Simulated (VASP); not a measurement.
The system is ZrSe2.

```
Zr Se
1.0
     3.79800    0.00000    0.00000
    -1.89900    3.28916    0.00000
     0.00000    0.00000    6.19200
Zr Se
1 2
Direct
  0.00000 0.00000 0.00000
  0.33333 0.66667 0.25000
  0.66667 0.33333 0.75000
```

```yaml
Program: VASP 6.6.1
Task: relaxation of cell and atoms
Functional: PBE
Dispersion: D3(BJ)
Potentials_or_basis: VASP PAW PBE potentials, release 64 (Zr_sv, Se)
Cutoff: 600 eV
k_mesh: 9 × 9 × 5
Occupations: gaussian, width 0.03 eV
Spin: no spin polarisation
```

At the start: pressure -0.4 GPa; volume 25.78 Å³/atom.

Question: How do energy, volume and symmetry change on relaxing?

Answer: Over 15 steps the energy falls by 11.2 meV/atom and the volume is 24.35 Å³/atom (-5.6 %); space group P-3m1 (No. 164, to 0.05 Å).

The path:
```
step  energy change (eV)  largest force (eV/Å)  pressure (GPa)  volume (Å³)
   1              0.0000                0.3158           -0.45        77.35
   2             -0.0147                0.2208           -0.25        76.54
   3             -0.0201                0.1203           -0.05        75.74
   4             -0.0234                0.0781           -0.26        75.51
   5             -0.0293                0.0461           -0.82        74.83
   6             -0.0299                0.1058           -1.05        74.51
   7             -0.0311                0.0914           -0.91        74.25
   8             -0.0332                0.0493           -0.45        73.48
   9             -0.0312                0.0363            0.54        71.94
  10             -0.0335                0.0243           -0.19        73.08
  11             -0.0335                0.0227           -0.19        73.05
  12             -0.0334                0.0115           -0.05        72.85
  13             -0.0335                0.0212           -0.15        73.02
  14             -0.0335                0.0160           -0.12        73.02
  15             -0.0337                0.0013           -0.02        73.04
```

Final structure:
```cif
data_structure
_symmetry_space_group_name_H-M 'P 1'
_symmetry_Int_Tables_number 1
_cell_length_a 3.7404
_cell_length_b 3.7404
_cell_length_c 6.0281
_cell_angle_alpha 90.000
_cell_angle_beta 90.000
_cell_angle_gamma 120.000
_cell_volume 73.04
loop_
_atom_site_label
_atom_site_type_symbol
_atom_site_fract_x
_atom_site_fract_y
_atom_site_fract_z
_atom_site_occupancy
Zr1 Zr 0.00000 0.00000 0.00000 1
Se1 Se 0.33333 0.66667 0.26500 1
Se2 Se 0.66667 0.33333 0.73500 1
```
